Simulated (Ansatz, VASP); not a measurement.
**Ta: VASP beside Ansatz**

INCAR

```
ALGO = Normal ; EDIFF = 1E-7
ENCUT = 520 ; GGA = RP
ISIF = 2 ; ISMEAR = -1
LASPH = T ; LCHARG = T
LELF = T ; LREAL = F
LVHAR = T ; LWAVE = F
NBANDS = 12 ; NELM = 80
PREC = Accurate ; SIGMA = 0.1
```

KPOINTS

```
k-points
0
Gamma
  22 22 22
```

POSCAR

```
Ta
1.0
   -1.6245552562      1.6245552562      1.6245552562
    1.6245552562     -1.6245552562      1.6245552562
    1.6245552562      1.6245552562     -1.6245552562
Ta
1
Direct
    0.0000000000      0.0000000000      0.0000000000
```

Input for Ansatz:

```yaml
crystal:
  lattice:
    - [-1.6245552562, 1.6245552562, 1.6245552562]
    - [1.6245552562, -1.6245552562, 1.6245552562]
    - [1.6245552562, 1.6245552562, -1.6245552562]
  atoms:
    - { symbol: Ta, position: [0.0, 0.0, 0.0] }
hamiltonian:
  xc: rpbe
  pseudopotentials:
    kind: paw
    azcp:
      Ta: "pseudopotentials/Ta.paw.azcp"
basis:
  ecutwfc: 420
  fft_grid_basis: typed
kpoints:
  mp_grid: { grid: [22, 22, 22], shift: [0, 0, 0] }
magnetization:
  spin_polarized: false
scf:
  occupations: { method: fermi_dirac, width: 0.1 }
output:
  stress: true
```

Alike in both runs: task single point; functional RPBE; k mesh 22 × 22 × 22; occupations fermi-dirac, width 0.1 eV; no spin polarisation.

|  | VASP | Ansatz |
| --- | --- | --- |
| version | VASP 6.6.1 | Ansatz 0.2.0 |
| potentials or method | VASP PAW PBE potentials, release 64 (Ta_pv) | plane waves (420 eV) with PAW, scalar-relativistic |
| plane-wave cutoff (eV) | 520 | 420 |
| valence electrons in the cell | 11 | 13 |

|  | VASP | Ansatz | Ansatz less VASP |
| --- | --- | --- | --- |
| pressure (GPa) | 18.2 | 18.0 | -0.17 |

The two sets of potentials don't hold the same shells in valence.

Caveats: so large a pressure means that the cell lies far from this level's equilibrium, or that cutoff or potentials fall short (VASP); the potentials were made for another functional, which shifts forces and pressure (VASP). The runs have no spin-orbit coupling, so splittings on Ta are missing.
